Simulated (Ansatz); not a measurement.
# Au (Fm-3m) in Ansatz: notebook, part 2 of 2

Ansatz 0.2.0. Earlier steps stand in the parts before.

## 3. Relaxation of cell and atoms, PBE

input.yaml reads:

```yaml
crystal:
  lattice:
    - [0.0, 2.035, 2.035]
    - [2.035, 0.0, 2.035]
    - [2.035, 2.035, 0.0]
  atoms:
    - { symbol: Au, position: [0.0, 0.0, 0.0] }
hamiltonian:
  xc: pbe
  pseudopotentials: { kind: paw }
kpoints:
  mp_grid: { grid: [11, 11, 11] }
scf:
  occupations: { method: fermi_dirac, width: 0.05 }
output:
  forces: true
  stress: true
relax:
  f_tol: 0.01
  max_steps: 40
  cell: { stress_tol: 0.05 }
```

Potentials or basis: Ansatz PAW.

Command:

```console
ansatz run input.yaml --threads 2 --pin off --max-ram 5632MiB --backend cpu --events-out ev --progress --plain --runs-dir out
```

The program printed:

```text
Warning: RAYON_NUM_THREADS=2 ignored (pool sized by the plan → 2); use --threads N
Engine: ansatz 0.2.0, x86_64-unknown-linux-gnu
Pseudopotentials: kind: paw
Pseudopotential: Au, paw, valence charge 19, recommended cutoff 420 eV (normal), Au.paw.azcp
Functional definition: PBE
  parameter kappa = 0.804
  parameter beta = 0.06672455060314922
  exchange = pbe_x(kappa = kappa, mu = beta*pi^2/3)
  correlation = pbe_c(beta = beta)
Crystal: 1 atoms, lattice volume = 16.855 Å³
Basis set: ecut = 420 eV, 331 PW (Γ), exchange–correlation on 40×40×40 points (8 copies of the dense FFT grid, shifted against one another)
Bands: 14, of which v1, the nominal top of the filled ones, is band 10 counted from 1 (9 counted from 0)
Symmetry: 48 space group operations
Space group: Fm-3m (ITA 225), of the structure as read, at distance tolerance 2.6e-5 Å
k-points: 56 of 1331
Non-local potential: Au, projectors of the file, l = 0: 3, l = 1: 2, l = 2: 2, l = 3: 1
PAW form: soft (Blöchl's): semilocal exchange-correlation on the pseudo side does not see the compensation charge
PAW one-centre angular grid: Au, 590 points (default); XC on 64 Gauss nodes
Initial density: superposition of atomic densities (neutral atoms: chi_scale 0, normalization atom), corrected by the library's trained network
Initial wavefunctions: pseudopotential atomic-orbital guess
Functional: x = pbe(κ = 0.804, μ = 0.2195149727645171), c = pbe(β = 0.06672455060314922)
SCF iter   1: F=—  HF=-13149.301606 eV  |F-HF|=—  |Δ(HF+E_count)|=         —  Δρ=1.66e-3  dr2=1.26e-4  ethr=1.77e-3  ⟨swp⟩=4.7  Hψ=4035  notcnv=0
preconditioner: auto → none  [insulator: Δε(μ)=0.246 eV  Ē_g=16.169 eV  σ=0.050 eV  W_gap=0.83  n_scr=8 (ndim 8)  ℏωp=30.0 eV  f_vac=0.000  D(μ)=0.14/eV (n_scr^D=0)  ε∞_Penn≈4.4]
SCF iter   2: F=—  HF=-13149.301988 eV  |F-HF|=—  |Δ(HF+E_count)|=   3.82e-4  Δρ=8.49e-4  dr2=2.85e-5  ethr=6.65e-7  ⟨swp⟩=2.8  Hψ=1748  notcnv=0
SCF iter   3: F=—  HF=-13149.302070 eV  |F-HF|=—  |Δ(HF+E_count)|=   8.22e-5  Δρ=2.32e-4  dr2=7.28e-6  ethr=1.50e-7  ⟨swp⟩=2.0  Hψ=1082  notcnv=0
iter 4 did not close the SCF: its close was put off for the readings that it lacked (scf_convergence_deferred on its scf_iter line)
SCF iter   4: F=-13149.302070 eV  HF=-13149.302070 eV  |F-HF|=5.28e-8  |Δ(HF+E_count)|=   4.77e-7  Δρ=2.48e-5  dr2=2.48e-8  ethr=3.83e-8  ⟨swp⟩=2.0  Hψ=1056  notcnv=0
iter 5 did not close the SCF: its close was put off for the readings that it lacked (scf_convergence_deferred on its scf_iter line)
SCF iter   5: F=-13149.302070 eV  HF=-13149.302070 eV  |F-HF|=1.07e-9  |Δ(HF+E_count)|=   5.57e-8  Δρ=3.85e-6  dr2=8.02e-10  ethr=1.30e-10  ⟨swp⟩=2.0  Hψ=1291  notcnv=0
SCF iter   6: F=-13149.302070 eV  HF=-13149.302070 eV  |F-HF|=1.09e-11  |Δ(HF+E_count)|=   1.26e-9  Δρ=9.25e-7  dr2=6.06e-11  ethr=4.22e-12  ⟨swp⟩=1.0  Hψ=2063  notcnv=0
SCF 1 converged in 6 iterations: F = -13149.302070 eV  dr2 = 6.06e-11
relax step   1: F+E_penalty+E_count = -13149.30206987 eV  Δ(F+E_penalty+E_count) = +0.000e0 eV  max|allowed force component| = 0.000e0 eV/Å  Δτ_max = 0.0000 Å  P = +10.792 GPa  Ω = 16.855 Å³  (6 SCF iters, dr2 threshold 1.00e-7 eV, accepted)
Crystal: 1 atoms, lattice volume = 19.442 Å³
Basis set: ecut = 420 eV, 339 PW (Γ), exchange–correlation on 40×40×40 points (8 copies of the dense FFT grid, shifted against one another)
Initial density: handed on by an earlier stage of this run
Initial wavefunctions: those handed on with the density
iter 1 solved again at ethr=1.03e-4 eV; its pass at ethr=3.10e-3 eV (dr2=1.95e-2 eV) is discarded
SCF iter   1: F=—  HF=-13149.296541 eV  |F-HF|=—  |Δ(HF+E_count)|=         —  Δρ=9.51e-3  dr2=2.04e-2  ethr=1.03e-4  ⟨swp⟩=1.0  Hψ=5570  notcnv=0
preconditioner: auto → none  [insulator: Δε(μ)=0.219 eV  Ē_g=14.800 eV  σ=0.050 eV  W_gap=0.79  n_scr=8 (ndim 8)  ℏωp=27.9 eV  f_vac=0.000  D(μ)=0.11/eV (n_scr^D=0)  ε∞_Penn≈4.6]
SCF iter   2: F=—  HF=-13149.291621 eV  |F-HF|=—  |Δ(HF+E_count)|=   4.92e-3  Δρ=4.58e-3  dr2=1.92e-3  ethr=1.03e-4  ⟨swp⟩=2.0  Hψ=1315  notcnv=0
SCF iter   3: F=—  HF=-13149.291116 eV  |F-HF|=—  |Δ(HF+E_count)|=   5.05e-4  Δρ=1.76e-3  dr2=3.15e-4  ethr=1.01e-5  ⟨swp⟩=2.6  Hψ=1283  notcnv=0
SCF iter   4: F=—  HF=-13149.291101 eV  |F-HF|=—  |Δ(HF+E_count)|=   1.54e-5  Δρ=3.56e-4  dr2=1.11e-5  ethr=1.66e-6  ⟨swp⟩=1.1  Hψ=790  notcnv=0
SCF iter   5: F=—  HF=-13149.291102 eV  |F-HF|=—  |Δ(HF+E_count)|=   1.08e-6  Δρ=3.56e-5  dr2=8.92e-8  ethr=5.26e-10  ⟨swp⟩=2.9  Hψ=2985  notcnv=0
[... 15 lines left out ...]
Crystal: 1 atoms, lattice volume = 17.965 Å³
iter 1 solved again at ethr=1.44e-7 eV; its pass at ethr=3.10e-3 eV (dr2=2.73e-5 eV) is discarded
SCF iter   1: F=—  HF=-13149.336345 eV  |F-HF|=—  |Δ(HF+E_count)|=         —  Δρ=4.69e-4  dr2=4.33e-5  ethr=1.44e-7  ⟨swp⟩=2.1  Hψ=5166  notcnv=0
preconditioner: auto → none  [insulator: Δε(μ)=0.307 eV  Ē_g=15.500 eV  σ=0.050 eV  W_gap=0.91  n_scr=8 (ndim 8)  ℏωp=29.1 eV  f_vac=0.000  D(μ)=0.07/eV (n_scr^D=0)  ε∞_Penn≈4.5]
SCF iter   2: F=—  HF=-13149.336334 eV  |F-HF|=—  |Δ(HF+E_count)|=   1.11e-5  Δρ=2.12e-4  dr2=3.53e-6  ethr=1.44e-7  ⟨swp⟩=2.0  Hψ=1093  notcnv=0
SCF iter   3: F=—  HF=-13149.336333 eV  |F-HF|=—  |Δ(HF+E_count)|=   9.81e-7  Δρ=8.34e-5  dr2=6.03e-7  ethr=1.86e-8  ⟨swp⟩=2.8  Hψ=1309  notcnv=0
SCF iter   4: F=-13149.336333 eV  HF=-13149.336333 eV  |F-HF|=1.66e-9  |Δ(HF+E_count)|=   4.28e-8  Δρ=1.78e-5  dr2=2.37e-8  ethr=5.26e-10  ⟨swp⟩=3.0  Hψ=2529  notcnv=0
SCF 4 converged in 4 iterations: F = -13149.336333 eV  dr2 = 2.37e-8
relax step   4: F+E_penalty+E_count = -13149.33633295 eV  Δ(F+E_penalty+E_count) = -4.553e-4 eV  max|allowed force component| = 0.000e0 eV/Å  Δτ_max = 0.0000 Å  P = -0.032 GPa  Ω = 17.965 Å³  energy of the carried Pulay correction = -4.039e-4 eV  (4 SCF iters, dr2 threshold 1.00e-7 eV, accepted)
Initial wavefunctions: pseudopotential atomic-orbital guess (no wavefunctions were taken with the density)
iter 1 solved again at ethr=3.05e-9 eV; its pass at ethr=3.10e-3 eV (dr2=5.80e-7 eV) is discarded
SCF iter   1: F=—  HF=-13149.336660 eV  |F-HF|=—  |Δ(HF+E_count)|=         —  Δρ=2.12e-4  dr2=7.08e-7  ethr=3.05e-9  ⟨swp⟩=3.8  Hψ=6497  notcnv=0
preconditioner: auto → none  [insulator: Δε(μ)=0.308 eV  Ē_g=15.503 eV  σ=0.050 eV  W_gap=0.91  n_scr=8 (ndim 8)  ℏωp=29.1 eV  f_vac=0.000  D(μ)=0.07/eV (n_scr^D=0)  ε∞_Penn≈4.5]
SCF iter   2: F=—  HF=-13149.336672 eV  |F-HF|=—  |Δ(HF+E_count)|=   1.25e-5  Δρ=1.03e-4  dr2=1.60e-7  ethr=3.05e-9  ⟨swp⟩=2.6  Hψ=1335  notcnv=0
SCF iter   3: F=—  HF=-13149.336676 eV  |F-HF|=—  |Δ(HF+E_count)|=   4.10e-6  Δρ=2.55e-5  dr2=3.84e-8  ethr=8.41e-10  ⟨swp⟩=2.2  Hψ=1048  notcnv=0
SCF iter   4: F=—  HF=-13149.336677 eV  |F-HF|=—  |Δ(HF+E_count)|=   2.01e-7  Δρ=4.52e-6  dr2=5.96e-10  ethr=2.02e-10  ⟨swp⟩=2.7  Hψ=1261  notcnv=0
SCF iter   5: F=-13149.336677 eV  HF=-13149.336677 eV  |F-HF|=1.09e-11  |Δ(HF+E_count)|=   7.07e-9  Δρ=8.08e-8  dr2=3.73e-13  ethr=1.00e-12  ⟨swp⟩=3.6  Hψ=3334  notcnv=0
SCF 5 converged in 5 iterations: F = -13149.336677 eV  dr2 = 3.73e-13
relax step   5: F+E_penalty+E_count = -13149.33667658 eV  Δ(F+E_penalty+E_count) = -3.436e-4 eV  max|allowed force component| = 0.000e0 eV/Å  Δτ_max = 0.0000 Å  P = -0.048 GPa  Ω = 17.965 Å³  stress off target by 4.76e-2 GPa  SCF on the basis re-selected at this cell (its energy is not comparable with the rows above)  (5 SCF iters)
basis re-selected at this cell: Δ(F+E_penalty+E_count) = -3.436e-4 eV, ΔP = -0.016 GPa vs the last step (what re-selecting the basis moved, of the pressure what is left beyond the Pulay correction that the steps carried, after the strain that the cell walked since its last selection, with what the two solves' SCF thresholds leave and, on support functions, any second-order correction that the steps lacked; it is no measure of the basis error at this ecutwfc). This SCF's stress stands 4.76e-2 GPa from its target on what of the cell is left free (relax.cell.stress_tol is 5.00e-2 GPa) and its largest allowed force component is 0.00e0 eV/Å (relax.f_tol is 1.00e-2 eV/Å): within both
SCF converged after 5 iterations
Free energy (F): -13149.336677 eV
Harris-Foulkes:  -13149.336677 eV  (|F-HF|=1.09e-11)
Internal energy: -13149.335838 eV  (E = F + TS)
E sigma→0 (E₀):  -13149.336258 eV
Entropy (-TS):   -0.000838 eV (-0.838 meV/atom)
Fermi energy:    19.316361 eV
--- Per-component energies (eV) ---
  E_band       = -229.542489
  E_kinetic    = 604.105245
  E_local      = -1782.487485  (includes V_loc(G=0)·N_el)
  E_nonlocal   = 74.365929
  E_hartree    = 755.415846
  E_xc         = -227.666684
  E_vxc        = -274.765703  (∫ρ·V_xc dr)
  E_paw        = -9706.746250  (= ΣΔE_a)
  E_vpaw       = -361.593578  (= ΣTr[D̂ρ^β])
  E_aug_tail   = 0.001386  (compensation charges beyond the density's cutoff)
  E_ewald      = -2866.323826
  E_smearing   = -0.000838  (= −TS)
  E_closure    = 0.000000  (closes the sum)
  Σ components = -13149.336677   (vs F -13149.336677, Δ=0.00e0)
--- Forces (eV/Å), atoms counted from 1 ---
  atom   1  Au     0.00000000     0.00000000     0.00000000
  max |Σ_I F_I| component: 2.88e-32 eV/Å
--- Stress (GPa, compression-positive) ---
       -0.047554      -0.000000      -0.000000
       -0.000000      -0.047554      -0.000000
       -0.000000      -0.000000      -0.047554
  P = ⅓ Tr σ = -0.0476 GPa (-0.476 kbar)
--- Relaxed structure (4 steps of the walk, 3 accepted, 1 SCFs on fresh bases) ---
  F+E_penalty+E_count = -13149.33667658 eV   max|allowed force component| = 0.000e0 eV/Å   (the final SCF, on the basis selected at the relaxed cell)
  cell:  # Å, volume = 17.9651 Å³
    - [1.273843001426307e-35, 2.0787393255454907, 2.0787393255454907]
    - [2.0787393255454907, 1.0827665576700721e-34, 2.0787393255454907]
    - [2.0787393255454907, 2.0787393255454907, -7.006136545231436e-35]
  atoms:
    - { symbol: Au, position: [0.0, 0.0, 0.0] }
```

It took 1.4 s on 2 threads of Intel Xeon Platinum 8488C (Sapphire Rapids), shared host; peak memory 0.35 GiB.

Results:

- Free energy: -13149.3367 eV
- Relaxed volume: 17.97 Å³/atom
- Relaxed cell: a = 2.940 Å, b = 2.940 Å, c = 2.940 Å, α = 60.00°, β = 60.00°, γ = 60.00°
- Space group after relaxing (to 0.05 Å): Fm-3m (No. 225)
- Energy gained by relaxing: 34.6 meV/atom
- Ionic steps: 4
- Pressure after relaxing: 0.0 GPa

Step by step:
```tsv
step	energy change (eV)	largest force (eV/Å)	volume (Å³)
1	0.0000	0.0000	16.85
2	-0.0338	0.0000	18.09
3	-0.0343	0.0000	17.97
4	-0.0346	0.0000	17.97
```

Final structure:
```cif
data_structure
_symmetry_space_group_name_H-M 'P 1'
_symmetry_Int_Tables_number 1
_cell_length_a 2.9398
_cell_length_b 2.9398
_cell_length_c 2.9398
_cell_angle_alpha 60.000
_cell_angle_beta 60.000
_cell_angle_gamma 60.000
_cell_volume 17.97
loop_
_atom_site_label
_atom_site_type_symbol
_atom_site_fract_x
_atom_site_fract_y
_atom_site_fract_z
_atom_site_occupancy
Au1 Au 0.00000 0.00000 0.00000 1
```

Caveat: the plane-wave basis is chosen anew once the cell has moved, so the energies of steps on either side of that aren't comparable.

## 4. Relaxation of cell and atoms, LDA

input.yaml, as its differences from that of step 3:

```diff
@@ -8,3 +8,3 @@
 hamiltonian:
-  xc: pbe
+  xc: lda
   pseudopotentials: { kind: paw }
@@ -17,2 +17,6 @@
   stress: true
+  write_density: true
+  write_potential: true
+  elf: true
+  volumetric_format: npy
 relax:
```

Command:

```console
ansatz run input.yaml --threads 2 --pin off --max-ram 5632MiB --backend cpu --events-out ev --progress --plain --runs-dir out
```

It took 1.5 s on 2 threads of Intel Xeon Platinum 8488C (Sapphire Rapids), shared host; peak memory 0.35 GiB.

The run converged. Its results:

```
Free energy                            : -12864.9634 eV
Relaxed volume                         : 16.58 Å³/atom
Relaxed cell                           : a = 2.862 Å, b = 2.862 Å, c = 2.862 Å, α = 60.00°, β = 60.00°, γ = 60.00°
Space group after relaxing (to 0.05 Å) : Fm-3m (No. 225)
Energy gained by relaxing              : 2.7 meV/atom
Ionic steps                            : 4
Pressure after relaxing                : 0.0 GPa
Band gap on the k mesh                 : none (metal or under the smearing width)
```

The path:
```csv
step,energy change (eV),largest force (eV/Å),volume (Å³)
1,0.0000,0.0000,16.85
2,-0.0028,0.0000,16.60
3,-0.0028,0.0000,16.58
4,-0.0027,0.0000,16.58
```

Final structure:
```
Au
1.0
     0.00000    2.02370    2.02370
     2.02370    0.00000    2.02370
     2.02370    2.02370    0.00000
Au
1
Direct
  0.00000 0.00000 0.00000
```

Levels at points of the mesh, in eV from the Fermi level:
| k point | band 7 | band 8 | band 9 | band 10 | band 11 | band 12 | band 13 | band 14 |
| --- | --- | --- | --- | --- | --- | --- | --- | --- |
| (0.00, 0.00, 0.00) | -4.83 | -4.83 | -3.21 | -3.21 | 14.45 | 18.54 | 18.54 | 18.54 |

Caveat: the plane-wave basis is chosen anew once the cell has moved, so the energies of steps on either side of that aren't comparable; the PAW data sets come from PBE, with cores solved anew for the run's functional, which leaves a small shift of forces and pressure.

## 5. Relaxation of cell and atoms, PBEsol

input.yaml, as its differences from that of step 4:

```diff
@@ -8,3 +8,3 @@
 hamiltonian:
-  xc: lda
+  xc: pbesol
   pseudopotentials: { kind: paw }
@@ -17,6 +17,2 @@
   stress: true
-  write_density: true
-  write_potential: true
-  elf: true
-  volumetric_format: npy
 relax:
```

Command:

```console
ansatz run input.yaml --threads 2 --pin off --max-ram 5632MiB --backend cpu --events-out ev --progress --plain --runs-dir out
```

Wall time 1.3 s (2 threads of Intel Xeon Platinum 8488C (Sapphire Rapids), shared host); peak memory 0.35 GiB.

It converged, with:

* Free energy: -13007.1086 eV
* Relaxed volume: 17.01 Å³/atom
* Relaxed cell: a = 2.887 Å, b = 2.887 Å, c = 2.887 Å, α = 60.00°, β = 60.00°, γ = 60.00°
* Space group after relaxing (to 0.05 Å): Fm-3m (No. 225)
* Energy gained by relaxing: 0.8 meV/atom
* Ionic steps: 4
* Pressure after relaxing: 0.0 GPa

The path:
| step | energy change (eV) | largest force (eV/Å) | volume (Å³) |
| --- | --- | --- | --- |
| 1 | 0.0000 | 0.0000 | 16.85 |
| 2 | -0.0008 | 0.0000 | 17.02 |
| 3 | -0.0008 | 0.0000 | 17.01 |
| 4 | -0.0008 | 0.0000 | 17.01 |

Final structure:
```yaml
crystal:
  lattice:
    - [0.00000, 2.04135, 2.04135]
    - [2.04135, 0.00000, 2.04135]
    - [2.04135, 2.04135, 0.00000]
  atoms:
    - { symbol: Au, position: [0.00000, 0.00000, 0.00000] }
```

Caveat: the plane-wave basis is chosen anew once the cell has moved, so the energies of steps on either side of that aren't comparable; the PAW data sets come from PBE, with cores solved anew for the run's functional, which leaves a small shift of forces and pressure.

## 6. The runs side by side

```csv
task,level,cell,smearing,gap on the mesh (eV),pressure (GPa),relaxed volume (Å³/atom)
single point,PBE,as given,gaussian 0.011 eV,none,10.8,-
relaxation of cell and atoms,PBE,relaxed,fermi-dirac 0.05 eV,-,0.0,17.97
relaxation of cell and atoms,LDA,relaxed,fermi-dirac 0.05 eV,none,0.0,16.58
relaxation of cell and atoms,PBEsol,relaxed,fermi-dirac 0.05 eV,-,0.0,17.01
```

Alike in all rows: potentials or basis Ansatz PAW; no spin polarisation; k mesh 11 × 11 × 11; cutoff (eV) 420.

Caveats: the plane-wave basis is chosen anew once the cell has moved, so the energies of steps on either side of that aren't comparable (some runs); the PAW data sets come from PBE, with cores solved anew for the run's functional, which leaves a small shift of forces and pressure (some runs).

Total energies depend on the potentials used, so only differences within one code and one set of settings carry meaning.
